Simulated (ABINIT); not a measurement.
Runs of ABINIT 10.8.3 (patched build) on MoS2. Symmetry: R3m, No. 160, trigonal system. The conventional cell has a = 3.160 Å, b = 3.160 Å, c = 18.450 Å, α = 90.00°, β = 90.00°, γ = 120.00°. Around Mo (site symmetry 3m) lie 6 S at 2.39 Å. S (site symmetry 3m) is surrounded by 3 Mo at 2.39 Å. Around S (site symmetry 3m) lie 3 Mo at 2.39 Å. Measurements of this composition are mostly on another form, of space group No. 194.

| task | level | potentials or basis | k mesh | cutoff (eV) | fine-grid cutoff | gap on the mesh (eV) | pressure (GPa) | largest force (eV/Å) |
| --- | --- | --- | --- | --- | --- | --- | --- | --- |
| band structure | PBEsol | JTH PAW PBE v2.0 | 10 × 10 × 10 | 544 | 1088.46 eV | 0.91 | (a) | 0.29 |
| single point | PBE | JTH PAW PBE v2.0 | 10 × 10 × 10 | 544 | 1088.46 eV | 0.96 | (c) | 0.53 |
| band structure | TB-mBJ | JTH PAW LDA v2.0 | 7 × 7 × 7 | 653 | 1251.72 eV | 1.31 | - | - |
| single point | PBEsol | PseudoDojo NC SR PBEsol v0.4.1 standard | 10 × 10 × 10 | 1088 | - | 0.91 | 0.4 | (b) |

Alike in all rows: no spin polarisation; cell as given; smearing fermi-dirac 0.05 eV.

Question: Fill in the values left out.

Answer: (a) 0.6; (b) 0.27; (c) 5.4.

Caveats: the PAW data sets were made with another functional, which shifts forces and pressure a little (some runs); the constant c of TB-mBJ comes from the pseudo density here, which moves gaps by up to 0.3 eV between sets of potentials (some runs).

A k mesh can miss the band edges, and the runs leave out spin-orbit coupling on Mo.

Not every run made on this cell is shown here.
